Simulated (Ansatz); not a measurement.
# Si: the cost of one run

Program: Ansatz 0.2.0. Level of theory: DFT LDA, scalar-relativistic, plane waves, PAW. These are calculated values, not measurements.

2 further runs of the same task are left out: 2 set aside as unsound or not needed.

### Step 1. Starting point

Symmetry: Cmcm, No. 63, orthorhombic system. The conventional cell has a = 3.799 Å, b = 10.641 Å, c = 12.570 Å, α = 90.00°, β = 90.00°, γ = 90.00°. Si (site symmetry m) has 4 Si at 2.32 to 2.36 Å as nearest neighbours. Si (site symmetry m) is surrounded by 4 Si at 2.33 to 2.36 Å.

Structure file:

```cif
data_structure
_symmetry_space_group_name_H-M 'Cmcm'
_symmetry_Int_Tables_number 63
_cell_length_a 3.7993
_cell_length_b 10.6412
_cell_length_c 12.5702
_cell_angle_alpha 90.000
_cell_angle_beta 90.000
_cell_angle_gamma 90.000
_cell_volume 508.21
loop_
_atom_site_label
_atom_site_type_symbol
_atom_site_symmetry_multiplicity
_atom_site_Wyckoff_symbol
_atom_site_fract_x
_atom_site_fract_y
_atom_site_fract_z
_atom_site_occupancy
Si1 Si 8 f 0.00000 0.24293 0.44498 1
Si2 Si 8 f 0.50000 0.07130 0.65723 1
Si3 Si 8 f 0.00000 0.02890 0.40927 1
```

It goes back to an entry of the Materials Project, which need not be the stable form.

It is the result of an earlier relaxation at this level (volume 21.18 Å³/atom; gap on the mesh: 0.38 eV).

### Step 2. The scan

The energy is mapped over two homogeneous strains (x along [1 0 0], y along [0 1 0], z along [0 0 1] of the conventional cell).

First coordinate, engineering shear strain xy: 9 values from −30.0 %. Second coordinate, equal normal strain along x and y: 9 values from −15.00 %.

Nothing else is relaxed (fractional coordinates fixed). Energies count from the relaxed crystal. Points are written as (first, second).

### Step 3. Point (−15.0 %, −15.00 %)

The input, input.yaml:

```yaml
crystal:
  lattice:
    - [2.0137614563, -4.6649798625, 0.0]
    - [1.2156723667, 4.3800298193, 0.0]
    - [0.0, 0.0, 12.5702440454]
  atoms:
    - { symbol: Si, position: [0.7570666288, 0.2429333712, 0.9449750226] }
    - { symbol: Si, position: [0.2429333712, 0.7570666288, 0.0550249774] }
    - { symbol: Si, position: [0.7570666288, 0.2429333712, 0.5550249774] }
    - { symbol: Si, position: [0.2429333712, 0.7570666288, 0.4449750226] }
    - { symbol: Si, position: [0.4287015211, 0.5712984789, 0.1572276936] }
    - { symbol: Si, position: [0.5712984789, 0.4287015211, 0.8427723064] }
    - { symbol: Si, position: [0.4287015211, 0.5712984789, 0.3427723064] }
    - { symbol: Si, position: [0.5712984789, 0.4287015211, 0.6572276936] }
    - { symbol: Si, position: [0.9711041075, 0.0288958925, 0.9092746508] }
    - { symbol: Si, position: [0.0288958925, 0.9711041075, 0.0907253492] }
    - { symbol: Si, position: [0.9711041075, 0.0288958925, 0.5907253492] }
    - { symbol: Si, position: [0.0288958925, 0.9711041075, 0.4092746508] }
basis:
  ecutwfc: 420
kpoints:
  mp_grid: { grid: [10, 10, 4] }
hamiltonian:
  xc: lda
  pseudopotentials: { kind: paw, azcp: { folder: soft_1 } }
scf:
  occupations: { method: gaussian, width: 0.03 }
output:
  forces: true
  stress: true
  eigenvalues: true
```

Command:

```sh
> ansatz run input.yaml --threads 4 --pin off --max-ram 8192MiB --backend cpu --events-out ev --progress --plain --runs-dir out
```

Q: Estimate wall time and peak memory on 4 threads of Arm Neoverse V2, shared host.

About 14 s, with a peak of 0.96 GiB.
